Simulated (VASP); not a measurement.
# Ga2O3 (C2/m) in VASP: further runs

The runs below take Ga2O3 through relaxation of cell and atoms, with PBEsol.

All numbers are computed with VASP 6.6.1; they aren't measurements. Logs are shortened: lines on timing, memory, paths and dates and some standing lists are left out, and cuts for length are marked.

### Step 1. Starting point

Symmetry: C2/m, No. 12, monoclinic system. Conventional cell: a = 12.214 Å, b = 3.037 Å, c = 5.798 Å, α = 90.00°, β = 103.83°, γ = 90.00°. Around Ga (site symmetry m) lie 4 O at 1.83 to 1.86 Å. Around Ga (site symmetry m) lie 6 O at 1.94 to 2.07 Å. O (site symmetry m) has 3 Ga at 1.83 to 1.94 Å as nearest neighbours. Around O (site symmetry m) lie 4 Ga at 1.86 to 2.07 Å. O (site symmetry m) is surrounded by 3 Ga at 1.83 to 1.94 Å.

### Step 2. Relaxation of cell and atoms, PBEsol

Input file INCAR:

```
PREC = Accurate ; ENCUT = 600
EDIFF = 1E-6 ; ISMEAR = 0
SIGMA = 0.03 ; LREAL = F
LASPH = T ; NELM = 80
ALGO = Normal ; ISIF = 3
LWAVE = F ; LCHARG = F
GGA = PS ; IBRION = 2
NSW = 90 ; EDIFFG = -0.01
KPAR = 4
```

Input file KPOINTS:

```
Automatic mesh
0
Gamma
  10 10 6
```

Input file POSCAR:

```
Ga2O3
1.0
    6.1070000000     -1.5185500000      0.0000000000
    6.1070000000      1.5185500000      0.0000000000
   -1.3859889000      0.0000000000      5.6300087400
Ga O
4 6
Direct
    0.0905000000      0.0905000000      0.7946000000
    0.9095000000      0.9095000000      0.2054000000
    0.6586600000      0.6586600000      0.3140200000
    0.3413400000      0.3413400000      0.6859800000
    0.1645000000      0.1645000000      0.1098000000
    0.8355000000      0.8355000000      0.8902000000
    0.1733000000      0.1733000000      0.5632000000
    0.8267000000      0.8267000000      0.4368000000
    0.4959000000      0.4959000000      0.2566000000
    0.5041000000      0.5041000000      0.7434000000
```

Potentials or basis: VASP PAW PBE potentials, release 64 (Ga_d, O).

Started as:

```sh
$ cat potpaw_PBE.64/Ga_d/POTCAR potpaw_PBE.64/O/POTCAR > POTCAR
$ mpirun -np 4 vasp_std > vasp.out
```

OUTCAR:

```text
PREC = Accurate
   ENCUT = 600
   EDIFF = 1E-6
   ISMEAR = 0
   LREAL = F
   LASPH = T
   NELM = 80
   ISIF = 3
   GGA = PS
   IBRION = 2
   NSW = 90
   EDIFFG = -0.01

 ion  position               nearest neighbor table
   1  0.090  0.090  0.795-  10 1.83  10 1.83   5 1.83   7 1.86
   2  0.910  0.910  0.205-   9 1.83   9 1.83   6 1.83   8 1.86
   3  0.659  0.659  0.314-   9 1.94   5 1.94   5 1.94   8 2.01   7 2.07   7 2.07
   4  0.341  0.341  0.686-  10 1.94   6 1.94   6 1.94   7 2.01   8 2.07   8 2.07
   5  0.164  0.164  0.110-   1 1.83   3 1.94   3 1.94
   6  0.836  0.836  0.890-   2 1.83   4 1.94   4 1.94
   7  0.173  0.173  0.563-   1 1.86   4 2.01   3 2.07   3 2.07
   8  0.827  0.827  0.437-   2 1.86   3 2.01   4 2.07   4 2.07
   9  0.496  0.496  0.257-   2 1.83   2 1.83   3 1.94
  10  0.504  0.504  0.743-   1 1.83   1 1.83   4 1.94

  LATTYP: Found a base centered monoclinic cell.
 ALAT       =    12.2140000000
 B/A-ratio  =     0.2486572785
 C/A-ratio  =     0.4747093502
 COS(beta)  =    -0.2390419102

  Lattice vectors:

 A1 = (   6.1070000000,  -1.5185500000,   0.0000000000)
 A2 = (   6.1070000000,   1.5185500000,   0.0000000000)
 A3 = (  -1.3859889000,   0.0000000000,   5.6300087400)

Analysis of symmetry for initial positions (statically):
=====================================================================
 Subroutine PRICEL returns:
 Original cell was already a primitive cell.

 Routine SETGRP: Setting up the symmetry group for a
 base centered monoclinic supercell.

 Subroutine GETGRP returns: Found  4 space group operations
 (whereof  4 operations were pure point group operations)
 out of a pool of  4 trial point group operations.

The static configuration has the point symmetry C_2h.

Analysis of symmetry for dynamics (positions and initial velocities):
=====================================================================
 Subroutine PRICEL returns:
 Original cell was already a primitive cell.

 Routine SETGRP: Setting up the symmetry group for a
 base centered monoclinic supercell.

 Subroutine GETGRP returns: Found  4 space group operations
 (whereof  4 operations were pure point group operations)
 out of a pool of  4 trial point group operations.

The dynamic configuration has the point symmetry C_2h.

 Subroutine INISYM returns: Found  4 space group operations
 (whereof  4 operations are pure point group operations),
[... 133 lines left out ...]
  volume/ion in A,a.u.               =      10.44        70.47
  Fermi-wavevector in a.u.,A,eV,Ry     =   1.546335  2.922150 32.533613  2.391153
  Thomas-Fermi vector in A             =   2.651586
   LORBIT       =      0    0 simple, 1 ext, 2 COOP (PROOUT), +10 PAW based schemes
   GGA     = PS    functional components
   LHFCALC =     F    Hartree Fock is set to
   AEXX    =    0.0000 exact exchange contribution
   IVDW    =     0    specifies the selected vdW correction
   LEPSILON=     F    determine dielectric tensor
   LRPA    =     F    only Hartree local field effects (RPA)
 conjugate gradient relaxation of ions
 non-spin polarized calculation
 Gauss-broadening in eV      SIGMA  =   0.03
  energy-cutoff  :      600.00
  volume of cell :      104.42
 maximum number of plane-waves:      3516
   NGX = 25   NGY = 25   NGZ = 23

--------------------------------------- Ionic step        1  -------------------------------------------

 number of electron      88.0000002 magnetization

 Free energy of the ion-electron system (eV)
  ---------------------------------------------------
  ext. energy  EPLUGINS =         0.00000000
  ---------------------------------------------------
  free energy    TOTEN  =       -63.89588417 eV

  energy without entropy =      -63.89588417  energy(sigma->0) =      -63.89588417

------------------------ aborting loop because EDIFF is reached ----------------------------------------

  FORCE on cell =-STRESS in cart. coord.  units (eV):
  Direction    XX          YY          ZZ          XY          YZ          ZX
  --------------------------------------------------------------------------------------
  -------------------------------------------------------------------------------------
  Total        1.6285998      1.9339060      1.3415816      0.0000000      0.0000000      0.0438348
  in kB       24.9878495     29.6722076     20.5840856      0.0000000      0.0000000      0.6725643
  external PRESSURE =      25.0813809 kB  Pullay stress =       0.0000000 kB
[... 113 lines left out ...]
  FREE ENERGIE OF THE ION-ELECTRON SYSTEM (eV)
  ---------------------------------------------------
  free  energy   TOTEN  =       -63.9071447338 eV

  energy  without entropy=      -63.9071447338  energy(sigma->0) =      -63.90714473

[... ionic steps 4 to 12 ...]

--------------------------------------- Ionic step       13  -------------------------------------------

 number of electron      88.0000002 magnetization

------------------------ aborting loop because EDIFF is reached ----------------------------------------
[... 83 lines left out ...]
--------------------------------------- Ionic step       15  -------------------------------------------

 number of electron      88.0000003 magnetization

 Free energy of the ion-electron system (eV)
  ---------------------------------------------------
  ext. energy  EPLUGINS =         0.00000000
  ---------------------------------------------------
  free energy    TOTEN  =       -63.90765937 eV

  energy without entropy =      -63.90765937  energy(sigma->0) =      -63.90765937

 E-fermi :   3.8531     XC(G=0): -11.8542

 val. band max:        3.6596326828   @ k =   0.5000   0.4000   0.5000
 cond. band min:       5.8791305156   @ k =   0.0000   0.0000   0.0000
 fundamental gap:      2.2194978328
 Fermi energy:         3.8530551600

 k-point     1 :       0.0000    0.0000    0.0000
  band No.  band energies     occupation
      1     -15.1878      2.00000
      2     -14.0023      2.00000
      3     -13.9812      2.00000
      4     -13.8727      2.00000
      5     -13.3932      2.00000
      6     -13.3845      2.00000
[... 1309 lines left out ...]
     51      12.7306      0.00000
     52      13.3613      0.00000

 [... further k-points ...]

------------------------ aborting loop because EDIFF is reached ----------------------------------------

  FORCE on cell =-STRESS in cart. coord.  units (eV):
  Direction    XX          YY          ZZ          XY          YZ          ZX
  --------------------------------------------------------------------------------------
  -------------------------------------------------------------------------------------
  Total       -0.0474147     -0.0185052     -0.0023490      0.0000000      0.0000000     -0.0201142
  in kB       -0.7188937     -0.2805719     -0.0356145      0.0000000      0.0000000     -0.3049680
  external PRESSURE =      -0.3450267 kB  Pullay stress =       0.0000000 kB
[... 25 lines left out ...]
  FREE ENERGIE OF THE ION-ELECTRON SYSTEM (eV)
  ---------------------------------------------------
  free  energy   TOTEN  =       -63.9076593748 eV

  energy  without entropy=      -63.9076593748  energy(sigma->0) =      -63.90765937

 reached required accuracy - stopping structural energy minimisation
```

OSZICAR:

```text
N       E                     dE             d eps       ncg     rms          rms(c)
DAV:   1     0.126896776550E+04    0.12690E+04   -0.44486E+04 20668   0.338E+03
DAV:   2     0.221542934785E+03   -0.10474E+04   -0.10040E+04 18272   0.874E+02
DAV:   3    -0.485628079271E+02   -0.27011E+03   -0.26307E+03 21140   0.283E+02
[... 111 lines left out ...]
       N       E                     dE             d eps       ncg     rms          rms(c)
DAV:   1    -0.639075953238E+02    0.33832E-04   -0.30195E-02 17956   0.898E-01    0.470E-02
DAV:   2    -0.639076682708E+02   -0.72947E-04   -0.10426E-03 23296   0.239E-01    0.248E-02
DAV:   3    -0.639076619553E+02    0.63155E-05   -0.62892E-05 23948   0.578E-02    0.118E-02
DAV:   4    -0.639076593586E+02    0.25967E-05   -0.70327E-06 22424   0.350E-02    0.263E-03
DAV:   5    -0.639076593748E+02   -0.16204E-07   -0.23247E-06 12640   0.167E-02
  15 F= -.63907659E+02 E0= -.63907659E+02  d E =-.307994E-04
```

Run time: 54 min. Hardware: 4 MPI ranks of Intel Xeon Platinum 8259CL at 2.50GHz (Skylake/Cascade Lake), shared host; peak memory 0.96 GiB.

What came out:

```
Free energy                            : -63.9077 eV
Relaxed volume                         : 10.57 Å³/atom
Relaxed cell                           : a = 6.327 Å, b = 6.327 Å, c = 5.810 Å, α = 103.29°, β = 103.29°, γ = 27.88°
Space group after relaxing (to 0.05 Å) : C2/m (No. 12)
Energy gained by relaxing              : 1.2 meV/atom
Ionic steps                            : 15
Pressure after relaxing                : 0.0 GPa
Largest force after relaxing           : 0.007 eV/Å
Band gap on the k mesh                 : 2.22 eV, indirect (least direct gap 2.24 eV)
```

Forces in eV/Å, atoms in the order of the input:
```
Ga  -0.007  0.000  0.000
Ga   0.007  0.000  0.000
Ga   0.007  0.000 -0.003
Ga  -0.007  0.000  0.003
O    0.004  0.000 -0.003
O   -0.004  0.000  0.003
O   -0.004  0.000  0.003
O    0.004  0.000 -0.003
O   -0.003  0.000 -0.004
O    0.003  0.000  0.004
```

Step by step:
```tsv
step	energy change (eV)	largest force (eV/Å)	pressure (GPa)	volume (Å³)
1	0.0000	0.1136	2.51	104.42
2	-0.0015	0.1428	-2.30	106.91
3	-0.0113	0.0455	-0.05	105.71
4	-0.0113	0.0419	0.06	105.68
5	-0.0115	0.0221	-0.03	105.72
6	-0.0115	0.0215	0.00	105.71
7	-0.0116	0.0173	-0.08	105.73
8	-0.0117	0.0183	-0.10	105.74
9	-0.0116	0.0243	-0.17	105.76
10	-0.0117	0.0195	-0.09	105.75
11	-0.0117	0.0116	0.01	105.67
12	-0.0117	0.0115	0.11	105.65
13	-0.0117	0.0121	-0.02	105.66
14	-0.0117	0.0111	0.05	105.66
15	-0.0118	0.0074	-0.03	105.67
```

Final structure:
```yaml
crystal:
  lattice:
    - [6.14044, -1.52431, 0.00920]
    - [6.14044, 1.52431, 0.00920]
    - [-1.38511, 0.00000, 5.64283]
  atoms:
    - { symbol: Ga, position: [0.09048, 0.09048, 0.79514] }
    - { symbol: Ga, position: [0.90952, 0.90952, 0.20486] }
    - { symbol: Ga, position: [0.65864, 0.65864, 0.31427] }
    - { symbol: Ga, position: [0.34136, 0.34136, 0.68573] }
    - { symbol: O, position: [0.16516, 0.16516, 0.10933] }
    - { symbol: O, position: [0.83484, 0.83484, 0.89067] }
    - { symbol: O, position: [0.17326, 0.17326, 0.56282] }
    - { symbol: O, position: [0.82674, 0.82674, 0.43718] }
    - { symbol: O, position: [0.49622, 0.49622, 0.25609] }
    - { symbol: O, position: [0.50378, 0.50378, 0.74391] }
```

Caveat: the PAW data sets were made with another functional, which shifts forces and pressure a little.

### Step 3. Relaxation of cell and atoms, PBEsol

This run uses another cell than the first one, of 10.57 Å³/atom, 1.012 times its volume.

Input file INCAR:

```
PREC = Accurate ; ENCUT = 600
EDIFF = 1E-7 ; ISMEAR = 0
SIGMA = 0.03 ; LREAL = F
LASPH = T ; NELM = 80
ALGO = Normal ; ISIF = 3
LWAVE = F ; LCHARG = F
GGA = PS ; IBRION = 2
NSW = 90 ; EDIFFG = -0.005
KPAR = 4
```

KPOINTS is that of step 2.

Input file POSCAR:

```
Ga2O3                                   
1.0
    6.1404380563     -1.5243098869      0.0091963600
    6.1404380563      1.5243098869      0.0091963600
   -1.3851057320      0.0000000000      5.6428283049
  Ga              O             
     4     6
Direct
     0.0904753735540451    0.0904753735540451    0.7951368456360256
     0.9095246264459550    0.9095246264459550    0.2048631543639744
     0.6586371579633135    0.6586371579633135    0.3142692735074388
     0.3413628420366865    0.3413628420366865    0.6857307264925612
     0.1651575754025702    0.1651575754025702    0.1093266426843571
     0.8348424245974297    0.8348424245974297    0.8906733573156428
     0.1732591667657928    0.1732591667657928    0.5628196193694468
     0.8267408332342073    0.8267408332342073    0.4371803806305530
     0.4962214746178815    0.4962214746178815    0.2560865961941866
     0.5037785253821185    0.5037785253821185    0.7439134038058133
```

Potentials or basis: VASP PAW PBE potentials, release 64 (Ga_d, O).

Started as:

```sh
$ cat potpaw_PBE.64/Ga_d/POTCAR potpaw_PBE.64/O/POTCAR > POTCAR
$ mpirun -np 4 vasp_std > vasp.out
```

It took 39 min on 4 MPI ranks of Intel Xeon Platinum 8259CL at 2.50GHz (Skylake/Cascade Lake), shared host; peak memory 0.99 GiB.

The run converged. Its results:

| Quantity | Value |
| --- | --- |
| Free energy | -63.9109 eV |
| Relaxed volume | 10.56 Å³/atom |
| Relaxed cell | a = 6.324 Å, b = 6.324 Å, c = 5.812 Å, α = 103.31°, β = 103.31°, γ = 27.90° |
| Space group after relaxing (to 0.05 Å) | C2/m (No. 12) |
| Energy gained by relaxing | 0.0 meV/atom |
| Ionic steps | 7 |
| Pressure after relaxing | 0.0 GPa |
| Largest force after relaxing | 0.003 eV/Å |
| Band gap on the k mesh | 2.22 eV, indirect (least direct gap 2.24 eV) |

Forces in eV/Å, atoms in the order of the input:
```
Ga  -0.001  0.000 -0.001
Ga   0.001  0.000  0.001
Ga   0.001  0.000  0.000
Ga  -0.001  0.000  0.000
O    0.003  0.000 -0.001
O   -0.003  0.000  0.001
O    0.000  0.000 -0.002
O    0.000  0.000  0.002
O    0.000  0.000 -0.002
O    0.000  0.000  0.002
```

Final structure:
```
CELL_PARAMETERS angstrom
6.13721 -1.52457 0.00776
6.13721 1.52457 0.00776
-1.38570 0.00000 5.64395
ATOMIC_POSITIONS crystal
Ga 0.09045 0.09045 0.79517
Ga 0.90955 0.90955 0.20483
Ga 0.65871 0.65871 0.31416
Ga 0.34129 0.34129 0.68584
O 0.16521 0.16521 0.10931
O 0.83479 0.83479 0.89069
O 0.17321 0.17321 0.56283
O 0.82679 0.82679 0.43717
O 0.49624 0.49624 0.25600
O 0.50376 0.50376 0.74400
```

Levels at points of the mesh, in eV from the valence-band top:
```tsv
k point	band 41	band 42	band 43	band 44	band 45	band 46	band 47	band 48
(0.00, 0.00, 0.00)	-0.68	-0.49	-0.29	-0.02	2.22	5.53	6.53	6.57
(0.50, 0.00, 0.00)	-0.77	-0.73	-0.48	-0.12	5.46	6.34	7.06	7.31
(0.50, 0.50, 0.00)	-0.69	-0.69	-0.42	-0.16	4.42	4.66	5.62	6.39
(0.00, 0.00, 0.50)	-0.68	-0.65	-0.51	-0.31	4.61	4.74	6.56	7.03
(0.50, 0.00, 0.50)	-1.11	-1.07	-0.75	-0.66	6.72	6.76	7.66	7.84
(0.50, 0.50, 0.50)	-0.66	-0.62	-0.60	-0.01	5.02	5.15	6.07	6.37
```

Caveat: the PAW data sets were made with another functional, which shifts forces and pressure a little. A k mesh can miss the band edges.
